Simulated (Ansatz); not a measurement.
**CdSe under changes of volume**

One of the cells (28.942 Å³/atom); the others are scaled copies at fixed shape and fractional positions:

```
Cd Se
1.0
     0.00000    3.07027    3.07027
     3.07027    0.00000    3.07027
     3.07027    3.07027    0.00000
Cd Se
1 1
Cartesian
  0.0000 0.0000 0.0000
  1.5351 1.5351 1.5351
```

Measurements of this composition are mostly on another form, of space group No. 186.

| Property | Result |
| --- | --- |
| Program | Ansatz 0.2.0 |
| Functional | BHLYP |
| Potentials or basis | Ansatz PAW |
| Cutoff | 420 eV (not typed: the program's choice for these potentials) |
| k mesh | 4 × 4 × 4 |
| Occupations | fermi-dirac, width 0.05 eV |
| Spin | no spin polarisation |

| volume (Å³/atom) | energy over the lowest point (meV/atom) | pressure (GPa) | gap on the mesh (eV) |
| --- | --- | --- | --- |
| 27.206 | 39.81 | 5.5 | 3.98 |
| 27.784 | 22.76 | 4.0 | 3.91 |
| 28.363 | ? | ? | ? |
| 28.942 | 3.33 | 1.5 | 3.78 |
| 29.521 | 0.00 | 0.4 | 3.72 |
| 30.100 | 0.53 | -0.6 | 3.65 |
| 30.679 | 4.18 | -1.5 | 3.59 |

Q: What does the run at 28.363 Å³/atom give?

A: Energy over the lowest point 10.75 meV/atom; pressure 2.7 GPa; gap on the mesh 3.85 eV.

Worked out: A Birch-Murnaghan fit of order 3 (a polynomial in V^(-2/3)) to the other rows has its minimum at 29.74 Å³/atom with B0 = V·E''(V) = 50 GPa and B' = 4.5. It gives 10.74 meV/atom at 28.363 Å³/atom, against the run's 10.75, and -dE/dV = 2.7 GPa, against 2.7. A straight line through the other rows of the gap, of slope -3.24 eV per unit of ln V (its deformation potential), gives 3.84 eV, against the run's 3.85.

Energies are extrapolated to zero smearing.

Caveats: all runs use coarse meshes; the PAW data sets come from PBE, with cores solved anew for the run's functional, which leaves a small shift of forces and pressure; the thresholds are loose for stress.

Spin-orbit coupling on Cd, Se is left out.
